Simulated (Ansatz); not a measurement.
## MgB2 under changes of volume

One of the cells (9.679 Å³/atom); the others are scaled copies at fixed shape and fractional positions:

```xyz
3
Lattice="3.0850 0.0000 0.0000 -1.5425 2.6717 0.0000 0.0000 0.0000 3.5230" Properties=species:S:1:pos:R:3 pbc="T T T"
Mg    0.0000    0.0000    0.0000
B     1.5425    0.8906    1.7615
B     0.0000    1.7811    1.7615
```

- Program: Ansatz 0.2.0
- Functional: PBEsol
- Potentials or basis: all-electron LAPW, scalar-relativistic
- Cutoff: 297 eV (chosen from the basis error)
- Basis error allowed: 0.001 eV/atom
- k mesh: 10 × 10 × 8
- Occupations: fermi-dirac, width 0.05 eV
- Spin: no spin polarisation

```csv
volume (Å³/atom),energy over the lowest point (meV/atom),pressure (GPa)
9.098,?,?
9.292,1.96,3.3
9.485,0.00,0.0
9.679,1.88,-3.1
9.873,7.26,-5.8
10.066,15.82,-8.3
10.260,27.28,-10.6
```

Question: What does the run at 9.098 Å³/atom give?

Answer: Energy over the lowest point 8.12 meV/atom; pressure 6.9 GPa.

Worked out: A Birch-Murnaghan fit of order 3 (a polynomial in V^(-2/3)) to the other rows has its minimum at 9.48 Å³/atom with B0 = V·E''(V) = 156 GPa and B' = 3.7 at fixed shape and positions, which overstates the stiffness. It gives 8.18 meV/atom at 9.098 Å³/atom, against the run's 8.12, and -dE/dV = 7.0 GPa, against 6.9.

Energies are extrapolated to zero smearing.
